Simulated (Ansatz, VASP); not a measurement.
**One calculation of Al, two programs**

```
Al
1.0
     2.72347    0.00000    0.00000
     0.00000    2.72347    0.00000
     0.00000    0.00000    2.72347
Al
1
Cartesian
  0.0000 0.0000 0.0000
```

Alike in both runs: task relaxation of cell and atoms; functional PBE; k mesh 20 × 20 × 20; occupations gaussian, width 0.1 eV; no spin polarisation.

|  | VASP | Ansatz |
| --- | --- | --- |
| version | VASP 6.6.1 | Ansatz 0.2.0 |
| potentials or method | VASP PAW PBE potentials, release 64 (Al) | scalar-relativistic, plane waves, PAW |
| plane-wave cutoff (eV) | 600 | 420 |
| valence electrons in the cell | 3 | 3 |

|  | VASP | Ansatz | Ansatz less VASP |
| --- | --- | --- | --- |
| gap on the k mesh at the Fermi level, each at its own relaxed structure (eV) | none | none | - |
| relaxed volume (Å³/atom) | 20.15 | 20.16 | +0.009 |
| relaxed cell length with the largest relative difference (Å) | 2.721 | 2.722 | +0.0004 |

A gap of «none» marks a metal or a gap that the smearing closes.
